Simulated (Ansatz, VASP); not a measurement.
**SnPtSe4: VASP beside Ansatz**

Wanted: the spread between two codes on one cell, functional and k mesh. The cell is taken from a series of runs on this material, whose earlier steps may have relaxed, scaled, displaced or heated it; both programs get it as it stands. Other levels of theory on this material are compared in a session of their own.

Main program and level: Ansatz 0.2.0; plane waves, with VASP 6.6.1 beside it; single point at PBE, spin-orbit coupling.

## Step 1: Set-up

The cell holds 6 atoms: 4 Se, 1 Pt and 1 Sn. Its edges and angles: a = 3.768 Å, b = 3.768 Å, c = 22.737 Å, α = 90.0°, β = 90.0°, γ = 120.0°. It derives from PtSe2 and SnSe2. As first built, before any earlier steps moved the atoms (in the runner's words): kind stack; lower SnSe2; upper PtSe2; cells_lower 1; cells_upper 1; strain_percent 1.17. Vacuum lies along c.

As a file:

```cif
data_structure
_symmetry_space_group_name_H-M 'P 1'
_symmetry_Int_Tables_number 1
_cell_length_a 3.7675
_cell_length_b 3.7675
_cell_length_c 22.7367
_cell_angle_alpha 90.000
_cell_angle_beta 90.000
_cell_angle_gamma 120.000
_cell_volume 279.49
loop_
_atom_site_label
_atom_site_type_symbol
_atom_site_fract_x
_atom_site_fract_y
_atom_site_fract_z
_atom_site_occupancy
Se1 Se 0.66667 0.33333 0.70369 1
Se2 Se 0.33333 0.66667 0.59040 1
Se3 Se 0.33333 0.66667 0.43591 1
Se4 Se 0.66667 0.33333 0.29322 1
Pt5 Pt 0.00000 0.00000 0.64697 1
Sn6 Sn 0.00000 0.00000 0.36442 1
```

## Step 2: VASP: single point, PBE, spin-orbit coupling

With cell and atoms fixed, the geometry can't cause a difference; cores, projectors, grids and the points listed under the comparison can.

Lines of VASP's logs that name or quote its potential files are left out, and so is its time.

INCAR

```
SYSTEM = SnPtSe4
PREC = Accurate
ENCUT = 400
EDIFF = 1E-06
NELM = 200
ISMEAR = -1
SIGMA = 0.02
LREAL = .FALSE.
ALGO = Normal
GGA = PE
LNONCOLLINEAR = .TRUE.
MAGMOM = 0 0 0 0 0 0 0 0 0 0 0 0 0 0 0 0 0 0
NBANDS = 60
GGA_COMPAT = .FALSE.
LASPH = .TRUE.
LSORBIT = .TRUE.
LMAXMIX = 4
LORBIT = 11
LWAVE = .FALSE.
LCHARG = .FALSE.
ISIF = 2
LDIPOL = .TRUE.
IDIPOL = 3
DIPOL = 0.5 0.5 0.508
LVHAR = .TRUE.
EFERMI = MIDGAP
NELMDL = -8
KPAR = 2
```

POSCAR

```
SnPtSe4
1.0
    3.7675000000      0.0000000000      0.0000000000
   -1.8837500000      3.2627507088      0.0000000000
    0.0000000000      0.0000000000     22.7367280191
Se Pt Sn
4 1 1
Direct
    0.6666666667      0.3333333333      0.7036911283
    0.3333333333      0.6666666667      0.5904018951
    0.3333333333      0.6666666667      0.4359107585
    0.6666666667      0.3333333333      0.2932235047
    0.0000000000      0.0000000000      0.6469674120
    0.0000000000      0.0000000000      0.3644229463
```

KPOINTS

```
Automatic mesh
0
Gamma
12 12 1
0 0 0
```

Potentials, in the order of the species: Se, Pt and Sn_d (PBE family, release 64).

The run is started by

```console
> mpirun -np 2 vasp_ncl
```

Numbers of over 12 decimals in the logs are rounded to 6 here.

Log:

```text
[banner, memory and clock lines left out]
running    2 mpi-ranks, on    1 nodes
 distrk:  each k-point on    1 cores,    2 groups
 distr:  one band on    1 cores,    1 groups

 POSCAR found type information on POSCAR SePtSn
 POSCAR found :  3 types and       6 ions
 LDA part: xc-table for (Slater+PW92), standard interpolation
 POSCAR, INCAR and KPOINTS ok, starting setup
 FFT: planning ... GRIDC
 FFT: planning ... GRID_SOFT
 FFT: planning ... GRID
 WAVECAR not read
 entering main loop
       N       E                     dE             d eps       ncg     rms          rms(c)
DAV:   1     0.364628108285E+03    0.36463E+03   -0.17467E+04  4104   0.118E+03
DAV:   2     0.182164636389E+02   -0.34641E+03   -0.33346E+03  4464   0.277E+02
DAV:   3    -0.257084141858E+02   -0.43925E+02   -0.42848E+02  4488   0.120E+02
DAV:   4    -0.276575382573E+02   -0.19491E+01   -0.19181E+01  4628   0.283E+01
DAV:   5    -0.277251175580E+02   -0.67579E-01   -0.67407E-01  5128   0.500E+00
DAV:   6    -0.277272064309E+02   -0.20889E-02   -0.20875E-02  5192   0.794E-01
DAV:   7    -0.277272842491E+02   -0.77818E-04   -0.77800E-04  5536   0.137E-01
DAV:   8    -0.277272862242E+02   -0.19751E-05   -0.19747E-05  5200   0.204E-02    0.144E+01
DAV:   9    -0.268284347105E+02    0.89885E+00   -0.57532E+00  3960   0.197E+01    0.904E+00
DAV:  10    -0.266093131644E+02    0.21912E+00   -0.18309E+00  3972   0.108E+01    0.458E+00
DAV:  11    -0.265885542376E+02    0.20759E-01   -0.25212E-01  4492   0.273E+00    0.161E+00
DAV:  12    -0.265669535027E+02    0.21601E-01   -0.59531E-02  4008   0.187E+00    0.448E-01
DAV:  13    -0.265670329337E+02   -0.79431E-04   -0.16064E-02  4448   0.679E-01    0.235E-01
DAV:  14    -0.265669403822E+02    0.92551E-04   -0.19250E-03  4192   0.281E-01    0.111E-01
[...]
DAV:  21    -0.265670949830E+02   -0.30533E-04   -0.14208E-06  3312   0.458E-03    0.188E-03
DAV:  22    -0.265671314133E+02   -0.36430E-04   -0.26308E-06  3324   0.625E-03    0.151E-03
DAV:  23    -0.265671428991E+02   -0.11486E-04   -0.61251E-07  3108   0.294E-03    0.875E-04
DAV:  24    -0.265671507589E+02   -0.78598E-05   -0.11869E-07  2696   0.169E-03    0.468E-04
DAV:  25    -0.265671575136E+02   -0.67546E-05   -0.12848E-07  2704   0.136E-03    0.354E-04
DAV:  26    -0.265671606718E+02   -0.31582E-05   -0.58440E-08  2592   0.105E-03    0.322E-04
DAV:  27    -0.265671620765E+02   -0.14047E-05   -0.44718E-08  2532   0.783E-04    0.995E-05
DAV:  28    -0.265671624640E+02   -0.38751E-06   -0.34849E-08  2568   0.655E-04
   1 F= -.26567162E+02 E0= -.26567162E+02  d E =-.906951E-06  mag=     0.0000    -0.0000    -0.0000
```

From OUTCAR (step 2):

```text
ion  position               nearest neighbor table
   1  0.667  0.333  0.704-   5 2.53   5 2.53   5 2.53
   2  0.333  0.667  0.590-   5 2.53   5 2.53   5 2.53
   3  0.333  0.667  0.436-   6 2.72   6 2.72   6 2.72
   4  0.667  0.333  0.293-   6 2.71   6 2.71   6 2.71
   5  0.000  0.000  0.647-   2 2.53   2 2.53   2 2.53   1 2.53   1 2.53   1 2.53
   6  0.000  0.000  0.364-   4 2.71   4 2.71   4 2.71   3 2.72   3 2.72   3 2.72

  LATTYP: Found a hexagonal cell.
 ALAT       =     3.7675000000
 C/A-ratio  =     6.0349643050

 Subroutine GETGRP returns: Found  6 space group operations
 (whereof  6 operations were pure point group operations)

The static configuration has the point symmetry C_3v.

 Found     31 irreducible k-points:

   k-points           NKPTS =     31   k-points in BZ     NKDIM =     31   number of bands    NBANDS=     60

   dimension x,y,z NGX =    28 NGY =   28 NGZ =  150
   dimension x,y,z NGXF=    56 NGYF=   56 NGZF=  300

   ENCUT  =  400.0 eV  29.40 Ry    5.42 a.u.   6.14  6.14 37.08*2*pi/ulx,y,z

   NELECT =      48.0000    total number of electrons

 k-points in reciprocal lattice and weights: Automatic mesh
   0.00000000  0.00000000  0.00000000       0.007
   0.08333333 -0.00000000  0.00000000       0.021
  -0.08333333  0.00000000  0.00000000       0.021
   0.16666667 -0.00000000  0.00000000       0.021
  -0.16666667  0.00000000  0.00000000       0.021
   0.25000000  0.00000000  0.00000000       0.021
  -0.25000000 -0.00000000  0.00000000       0.021
   0.33333333  0.00000000  0.00000000       0.021
  -0.33333333  0.00000000  0.00000000       0.021
[...]
-0.33333333 -0.25000000  0.00000000       0.042
   0.33333333  0.33333333  0.00000000       0.014

 dipolmoment           0.000000      0.000000      0.000543 electrons x Angstroem

 average (electrostatic) potential at core
       1 -58.5825       2 -58.6165       3 -58.1742       4 -58.1476       5 -74.6670
       6-107.4584

 E-fermi :  -0.1217

 k-point     1 :       0.0000    0.0000    0.0000
  band No.  band energies     occupation
    ...
     44      -0.6766      1.00000
     45      -0.5616      1.00000
     46      -0.5616      1.00000
     47      -0.3916      1.00000
     48      -0.3916      1.00000
     49       1.1797      0.00000
     50       1.1797      0.00000
     51       2.3424      0.00000
     52       2.3424      0.00000
     53       2.4155      0.00000
    ...

 k-point     2 :       0.0833   -0.0000    0.0000
  band No.  band energies     occupation
    ...
     44      -0.6382      1.00000
     45      -0.6148      1.00000
     46      -0.5653      1.00000
     47      -0.3991      1.00000
     48      -0.3929      1.00000
     49       1.5262      0.00000
     50       1.5368      0.00000
     51       1.8986      0.00000
     52       1.9007      0.00000
     53       2.2747      0.00000
    ...

 k-point     3 :      -0.0833    0.0000    0.0000
  band No.  band energies     occupation
    ...
     44      -0.6382      1.00000
     45      -0.6148      1.00000
     46      -0.5653      1.00000
     47      -0.3991      1.00000
     48      -0.3929      1.00000
     49       1.5262      0.00000
     50       1.5368      0.00000
     51       1.8986      0.00000
     52       1.9007      0.00000
     53       2.2747      0.00000
    ...

  Total        1.8941626      1.8941626      1.3474136      0.0000000      0.0000000      0.0000000
  in kB       10.8583219     10.8583219      7.7240736      0.0000000      0.0000000      0.0000000
  external PRESSURE =       9.8135725 kB  Pullay stress =       0.0000000 kB

  energy-cutoff  :      400.00
  volume of cell :      279.49
      direct lattice vectors                 reciprocal lattice vectors
     3.767500000  0.000000000  0.000000000     0.265428003  0.153244929  0.000000000
    -1.883750000  3.262750709  0.000000000     0.000000000  0.306489858  0.000000000
     0.000000000  0.000000000 22.736728019     0.000000000  0.000000000  0.043981702

 POSITION                                       TOTAL-FORCE (eV/Angst)
 -----------------------------------------------------------------------------------
      1.88375      1.08758     15.99963         0.000000     -0.000000      0.126696
     -0.00000      2.17517     13.42381        -0.000000     -0.000000     -0.023594
     -0.00000      2.17517      9.91118        -0.000000      0.000000      0.015114
      1.88375      1.08758      6.66694        -0.000000      0.000000     -0.126026
      0.00000      0.00000     14.70992         0.000000      0.000000      0.050324
      0.00000      0.00000      8.28579         0.000000      0.000000     -0.042514
 -----------------------------------------------------------------------------------
    total drift:                               -0.000000      0.000000     -0.000609

  FREE ENERGIE OF THE ION-ELECTRON SYSTEM (eV)
  ---------------------------------------------------
  free  energy   TOTEN  =       -26.5671624640 eV

  energy  without entropy=      -26.5671615570  energy(sigma->0) =      -26.56716201

 vacuum level on the upper side and lower side of the slab         5.201         5.194

 Spin-Orbit-Coupling matrix elements
 Ion:    1  E_soc:     -0.0304612
 Ion:    2  E_soc:     -0.0304725
 Ion:    3  E_soc:     -0.0455645
 Ion:    4  E_soc:     -0.0454332
 Ion:    5  E_soc:     -0.7350294
 Ion:    6  E_soc:     -0.0903005

 total charge
# of ion       s       p       d       tot
------------------------------------------
    1        1.477   2.242   0.055   3.774
    2        1.481   2.239   0.056   3.777
    3        1.488   2.307   0.027   3.822
    4        1.484   2.313   0.027   3.823
    5        0.671   0.696   7.967   9.334
    6        1.061   1.023  10.101  12.185
--------------------------------------------------
tot          7.663  10.820  18.232  36.716

 magnetization (x)
# of ion       s       p       d       tot
------------------------------------------
    1        0.000   0.000   0.000   0.000
    2        0.000   0.000   0.000   0.000
    3        0.000  -0.000   0.000  -0.000
    4        0.000   0.000   0.000   0.000
    5        0.000   0.000   0.000   0.000
    6        0.000   0.000   0.000   0.000
--------------------------------------------------
tot          0.000   0.000   0.000   0.000

 magnetization (y)
# of ion       s       p       d       tot
------------------------------------------
    1        0.000   0.000   0.000   0.000
    2        0.000   0.000  -0.000  -0.000
    3        0.000   0.000   0.000   0.000
    4        0.000   0.000   0.000   0.000
    5        0.000   0.000   0.000   0.000
    6        0.000   0.000   0.000   0.000
--------------------------------------------------
tot          0.000   0.000  -0.000  -0.000

 magnetization (z)
# of ion       s       p       d       tot
------------------------------------------
    1       -0.000  -0.000   0.000  -0.000
    2        0.000   0.000   0.000   0.000
    3        0.000   0.000   0.000   0.000
    4        0.000   0.000   0.000   0.000
    5        0.000  -0.000   0.000  -0.000
    6        0.000   0.000   0.000   0.000
--------------------------------------------------
tot         -0.000  -0.000   0.000  -0.000

[... 3 further parts left out ...]
```

(Continued in part 2 of 2.)

[Lines on the potential files, build, host, timing and source positions are cut from VASP's logs without a mark.]

[Logs are printed without paths, hosts, clocks, repeated set-up lines and the standing remarks that a program may print on its own settings, such as how far it seeks lower states.]

[Hosts, paths, dates, database ids (printed as entryN), source tags and the programs' standing remarks are cut or masked in the printed files.]
